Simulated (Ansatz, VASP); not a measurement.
**Sr: VASP beside Ansatz**

The input INCAR:

```
PREC = Accurate ; ENCUT = 520
EDIFF = 1E-6 ; ISMEAR = 0
SIGMA = 0.03 ; LREAL = False
LASPH = True ; NELM = 100
ALGO = Normal ; ISIF = 2
LWAVE = False ; LCHARG = False
GGA = PS ; NBANDS = 11
```

The input KPOINTS:

```
regular mesh
0
Gamma
  10 10 10
```

POSCAR

```
Sr
1.0
    0.0000000000      3.0423500000      2.9206560000
    3.0423500000      0.0000000000      2.9206560000
    3.0423500000      3.0423500000      0.0000000000
Sr
1
Direct
    0.0000000000      0.0000000000      0.0000000000
```

Input for Ansatz:

```yaml
crystal:
  lattice:
    - [0.0, 3.04235, 2.920656]
    - [3.04235, 0.0, 2.920656]
    - [3.04235, 3.04235, 0.0]
  atoms:
    - { symbol: Sr, position: [0.0, 0.0, 0.0] }
basis:
  ecutwfc: 420
kpoints:
  mp_grid: { grid: [10, 10, 10] }
hamiltonian:
  xc: pbesol
scf:
  occupations: { method: gaussian, width: 0.03 }
output:
  forces: true
  stress: true
  eigenvalues: true
```

Change from the starting cell: strain +0.000 along x and y, -0.040 along z, atoms carried along.

Alike in both runs: task single point; functional PBEsol; k mesh 10 × 10 × 10; occupations gaussian, width 0.03 eV; no spin polarisation.

|  | VASP | Ansatz |
| --- | --- | --- |
| version | VASP 6.6.1 | Ansatz 0.2.0 |
| potentials or method | VASP PAW PBE potentials, release 64 (Sr_sv) | scalar-relativistic, plane waves, PAW |
| plane-wave cutoff (eV) | 520 | 420 |
| valence electrons in the cell | 10 | 10 |

```tsv
	VASP	Ansatz	Ansatz less VASP
gap on the k mesh at the Fermi level (eV)	none	none	-
pressure (GPa)	-0.5	-0.5	-0.01
largest component of the traceless stress (GPa)	0.06	0.06	-0.001
```

A gap of «none» marks a metal or a gap that the smearing closes.

Caveats: the PAW data sets were made with another functional, which shifts forces and pressure a little (VASP).
